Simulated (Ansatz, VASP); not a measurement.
# One calculation of Bi, two programs

```
Bi
1.0
    -1.99180    1.99180    1.99180
     1.99180   -1.99180    1.99180
     1.99180    1.99180   -1.99180
Bi
1
Cartesian
  0.0000 0.0000 0.0000
```

This isn't the form of Bi at room conditions, which is rhombohedral.

Alike in both runs: functional PBE; k mesh 16 × 16 × 16; occupations gaussian, width 0.1 eV; no spin polarisation.

Ansatz relaxed the structure, and its values are those at the end. VASP's run is a single point on that final structure, the one shown.

|  | VASP | Ansatz |
| --- | --- | --- |
| version | VASP 6.6.1 | Ansatz 0.2.0 |
| potentials or method | VASP PAW PBE potentials, release 64 (Bi_d) | scalar-relativistic, plane waves, PAW |
| plane-wave cutoff (eV) | 520 | 420 |
| valence electrons in the cell | 15 | 15 |

|  | VASP | Ansatz | Ansatz less VASP |
| --- | --- | --- | --- |
| gap on the k mesh at the Fermi level (eV) | none | none | - |
| pressure (GPa) | -0.1 | 0.0 | +0.05 |

A gap of «none» marks a metal or a gap that the smearing closes. The functional is the same, so the differences come from potentials, cutoffs and numerics.

Caveats: spin-orbit coupling is left out, which moves the levels of the heavy elements.
